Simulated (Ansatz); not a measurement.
# HfC: how well frozen cores do, part 2 of 2

The same cell of HfC is computed with LAPW, all electrons, PAW on the default files and datasets made for this crystal, to set the results side by side.

Ansatz 0.2.0; DFT PBE; a database cell (COD). «Crystal datasets» are all-electron PAW datasets made for this crystal. The steps go on from the part before.

## Step 4: Datasets made for this crystal

The input, input.yaml:

```yaml
crystal:
  lattice:
    - [0.0, 2.325, 2.325]
    - [2.325, 0.0, 2.325]
    - [2.325, 2.325, 0.0]
  atoms:
    - { symbol: Hf, position: [0.5, 0.5, 0.5] }
    - { symbol: C, position: [0.0, 0.0, 0.0] }
kpoints:
  mp_grid: { grid: [12, 12, 12] }
  band_path:
    path:
      - [0.0, 0.0, 0.0]
      - [0.5, 0.0, 0.5]
      - [0.625, 0.25, 0.625]
      - [0.375, 0.375, 0.75]
      - [0.0, 0.0, 0.0]
      - [0.5, 0.5, 0.5]
      - [0.5, 0.25, 0.75]
      - [0.5, 0.0, 0.5]
    npoints: 8
scf:
  occupations: { method: fermi_dirac, width: 0.05 }
hamiltonian:
  xc: pbe
  pseudopotentials: { kind: all_electron, datasets: crystal }
output:
  forces: true
  stress: true
  eigenvalues: true
  efg: { contact_densities: true }
```

The log of the run:

```text
hamiltonian.pseudopotentials.datasets: crystal makes datasets for this crystal and solves the spheres of its atoms anew in each pass: cutoff 400.0 eV, the density's 1600.0 eV; for an error of 0.50 meV an atom under PBE, 1.0 meV for the cell; an energy difference from a run of another recipe may be off by several times the error for the cell, under r2SCAN by more, where some 0.1 meV an atom stays at smaller errors; C in spheres of 0.947 Å, 4 of its electrons in bands; Hf in spheres of 1.376 Å, 26 of its electrons in bands
Hf: output.efg is read without spin–orbit coupling, which moves field gradients at and beside such atoms by some per cent and up to a factor of two; PAW files take it under magnetization.noncollinear and magnetization.spin_orbit
Engine: ansatz 0.2.0
Pseudopotentials: kind: all_electron
Pseudopotential: Hf, paw, valence charge 26, recommended cutoff 400 eV (normal), Koelling and Harmon's equation, gaussian nucleus
Pseudopotential: C, paw, valence charge 4, recommended cutoff 400 eV (normal), Koelling and Harmon's equation, gaussian nucleus
Functional definition: PBE
  parameter kappa = 0.804
  parameter beta = 0.06672455060314922
  exchange = pbe_x(kappa = kappa, mu = beta*pi^2/3)
  correlation = pbe_c(beta = beta)
Crystal: 2 atoms, lattice volume = 25.136 Å³
Basis set: ecut = 400 eV, 459 PW (Γ), exchange–correlation on 48×48×48 points (8 copies of the dense FFT grid, shifted against one another)
Bands: 19, of which v1, the nominal top of the filled ones, is band 15 counted from 1 (14 counted from 0)
Symmetry: 48 space group operations
Space group: Fm-3m (ITA 225), of the structure as read, at distance tolerance 2.9e-5 Å
k-points: 72 of 1728
Non-local potential: Hf, projectors of the file, l = 0: 2, l = 1: 2, l = 2: 1, l = 3: 2
Non-local potential: C, projectors of the file, l = 0: 1, l = 1: 1
PAW form: soft (Blöchl's): semilocal exchange-correlation on the pseudo side does not see the compensation charge
PAW one-centre angular grid: Hf, 590 points (default); XC on its mesh's 1825 points in the sphere
PAW one-centre angular grid: C, 110 points (default); XC on its mesh's 1951 points in the sphere
Initial density: superposition of atomic densities (neutral atoms: chi_scale 0, normalization atom)
Initial wavefunctions: pseudopotential atomic-orbital guess
Functional: x = pbe(κ = 0.804, μ = 0.2195149727645171), c = pbe(β = 0.06672455060314922)
iter 1 solved again at ethr=3.00e-2 eV; its pass at ethr=1.00e-1 eV (dr2=8.99e0 eV) is discarded
SCF iter   1: F=—  HF=-411290.888314 eV  |F-HF|=—  |Δ(HF+E_count)|=         —  Δρ=1.51e-1  dr2=8.44e0  ethr=3.00e-2  ⟨swp⟩=2.0  Hψ=6361  notcnv=0
preconditioner: auto → none  [insulator: Δε(μ)=0.274 eV  Ē_g=17.687 eV  σ=0.050 eV  W_gap=0.59  n_scr=14 (ndim 8)  ℏωp=39.2 eV  f_vac=0.000  D(μ)=0.09/eV (n_scr^D=0)  ε∞_Penn≈5.9]
SCF iter   2: F=—  HF=-411289.857494 eV  |F-HF|=—  |Δ(HF+E_count)|=    1.03e0  Δρ=1.08e-1  dr2=3.57e0  ethr=2.81e-2  ⟨swp⟩=3.6  Hψ=3382  notcnv=0  defer=1
iter 3 solved again at ethr=1.31e-4 eV; its pass at ethr=1.19e-2 eV (dr2=3.94e-2 eV) is discarded
SCF iter   3: F=—  HF=-411288.926111 eV  |F-HF|=—  |Δ(HF+E_count)|=   9.31e-1  Δρ=1.70e-2  dr2=3.99e-2  ethr=1.31e-4  ⟨swp⟩=2.3  Hψ=5869  notcnv=0  defer=3
SCF iter   4: F=—  HF=-411288.943557 eV  |F-HF|=—  |Δ(HF+E_count)|=   1.74e-2  Δρ=5.28e-3  dr2=5.30e-3  ethr=1.31e-4  ⟨swp⟩=3.1  Hψ=3173  notcnv=0  defer=2
SCF iter   5: F=—  HF=-411288.944606 eV  |F-HF|=—  |Δ(HF+E_count)|=   1.05e-3  Δρ=1.74e-3  dr2=5.72e-4  ethr=1.77e-5  ⟨swp⟩=3.0  Hψ=3050  notcnv=0  defer=1
SCF iter   6: F=—  HF=-411288.946514 eV  |F-HF|=—  |Δ(HF+E_count)|=   1.91e-3  Δρ=2.16e-3  dr2=8.75e-4  ethr=1.91e-6  ⟨swp⟩=3.0  Hψ=3055  notcnv=0  defer=1
SCF iter   7: F=—  HF=-411288.946159 eV  |F-HF|=—  |Δ(HF+E_count)|=   3.56e-4  Δρ=5.91e-4  dr2=7.29e-5  ethr=1.91e-6  ⟨swp⟩=3.0  Hψ=2970  notcnv=0  defer=1
SCF iter   8: F=—  HF=-411288.946109 eV  |F-HF|=—  |Δ(HF+E_count)|=   4.98e-5  Δρ=6.26e-5  dr2=8.17e-7  ethr=2.43e-7  ⟨swp⟩=3.0  Hψ=3120  notcnv=0  defer=1
SCF iter   9: F=—  HF=-411288.946046 eV  |F-HF|=—  |Δ(HF+E_count)|=   6.30e-5  Δρ=4.41e-5  dr2=3.18e-7  ethr=2.72e-9  ⟨swp⟩=3.0  Hψ=2942  notcnv=0  defer=1
SCF iter  10: F=-411288.946046 eV  HF=-411288.946046 eV  |F-HF|=5.24e-9  |Δ(HF+E_count)|=   2.15e-7  Δρ=5.49e-6  dr2=4.38e-9  ethr=1.06e-9  ⟨swp⟩=3.0  Hψ=3035  notcnv=0
SCF 1 converged in 10 iterations: F = -411288.946046 eV  dr2 = 4.38e-9
  Residual-converged pass: ⟨swp⟩=3.2  Hψ=2583  notcnv=0  max |occ|·‖R‖ = 5.2e-6 eV (tolerance 5.3e-6 eV)  dr2=4.16e-9  dr2_onsite=2.18e-8  max |Δocc| = 4.3e-10
NSCF: frozen V_eff on 57 k-points
SCF converged after 10 iterations
Free energy (F): -411288.946046 eV
Harris-Foulkes:  -411288.946046 eV  (|F-HF|=5.24e-9)
Internal energy: -411288.943812 eV  (E = F + TS)
E sigma→0 (E₀):  -411288.944929 eV
Entropy (-TS):   -0.002235 eV (-1.117 meV/atom)
Past the cutoff: the bands carry plane waves up to 1.75 times it, of which those up to 1.5 times it add -0.000437 eV an atom, each by itself; the spheres take 0.000251 eV an atom off the energy for waves past 1.75 times it
By the cutoff:   a pressure is off by up to 0.008 GPa (1.2 times the spheres' own share and the shells' term, over an atom's volume, and 0.004 GPa: a bound that held against runs at twice the plane waves)
Past the cutoffs: a stress includes 0.0015 GPa for waves and charges beyond them, in addition to the slope of what the spheres take
In the spheres:  the bands' charges fall short by 1.3e-6 e at most (sound up to 1e-3)
Fermi energy:    20.506089 eV
--- Per-component energies (eV) ---
  The terms above E_closure are by the made datasets' own strengths, without shells solved beside the bands.
--- Forces (eV/Å), atoms counted from 1 ---
  atom   1  Hf     0.00000000    -0.00000000     0.00000000
  atom   2  C     -0.00000000     0.00000000     0.00000000
  max |Σ_I F_I| component: 3.14e-29 eV/Å
--- Stress (GPa, compression-positive) ---
        0.282839       0.000000      -0.000000
        0.000000       0.282839       0.000000
        0.000000      -0.000000       0.282839
  P = ⅓ Tr σ = 0.2828 GPa (2.828 kbar)
--- PAW observables at the nuclei: V_zz in 10²¹ V/m², potentials from the cell's mean, atoms counted from 1 ---
  atom   1  Hf V_zz =    -0.000000   η = 0.0000   by run symmetry: forbidden
            electrostatic potential = -14184.607019 V   contact ρ = 7525165.905392 e/Å³
  atom   2  C  V_zz =    +0.000000   η = 0.0000   by run symmetry: forbidden
            electrostatic potential = -427.602733 V   contact ρ = 869.259261 e/Å³
--- Band table (eV; the first three rows and the last of 72) ---
  k-point 0: bands = ["-40.6499", "-9.1023", "-9.1023", "-9.1023", "8.1508", "9.3843", "9.3925", "9.3925", "9.3925", "9.4733", "9.4733", "9.4733", "21.5285", "21.5285", "21.5285", "21.8408", "21.8408"]
  k-point 1: bands = ["-40.6472", "-9.1506", "-9.1069", "-9.1069", "8.3192", "9.3868", "9.3966", "9.3966", "9.3970", "9.4695", "9.4695", "9.4735", "20.4157", "20.7341", "20.7341", "22.1688", "22.1688"]
  k-point 2: bands = ["-40.6399", "-9.2802", "-9.1196", "-9.1196", "8.7804", "9.3939", "9.4078", "9.4078", "9.4305", "9.4596", "9.4596", "9.4739", "18.9501", "19.6572", "19.6572", "22.7093", "22.7093"]
  k-point 71: bands = ["-40.5961", "-9.5174", "-9.5174", "-9.3471", "9.3742", "9.4164", "9.4216", "9.4216", "9.4424", "9.4483", "9.4483", "10.8667", "17.4944", "17.7477", "17.7477", "24.1419", "24.1419"]
```

Wall time 15 s (1 thread, shared host).

In short: pressure 0.28 GPa; no gap.

| atom | contact density (e/Å³) |
| --- | --- |
| Hf1 | 7525166 |
| C2 | 869.2593 |

## Step 5: Comparison

| method | pressure (GPa) | SCF cycles, all passes |
| --- | --- | --- |
| LAPW | 0.28 | 8 |
| PAW | 0.23 | 6 |
| crystal datasets | 0.28 | 10 |

## Step 6: Results

This closing draws on all 2 parts.

| quantity | value |
| --- | --- |
| pressure | LAPW 0.28, PAW 0.23, crystal datasets 0.28 GPa |
| gap (LAPW) | none |
| Bader charges (PAW) | Hf1 +1.96, C2 -1.96 e |

The pressure is within half a GPa of zero, so the volume is close to equilibrium at this level. There is no gap at this level; the crystal is a metal here. Within 0.3 eV of the Fermi level the largest projected share is C 2p (65 %). The projection holds only the free atom's occupied shells (Hf 6s, Hf 5p, Hf 5d, C 2s, C 2p in this range). PAW lies -0.05 GPa from LAPW in pressure. The price, with the outputs that each input asks for: 28 s for LAPW against 12 s for PAW, about 2.4 to one. Spin-orbit coupling is left out, though the cell holds Hf; in elements this heavy it can shift bands and gaps by tenths of an eV.
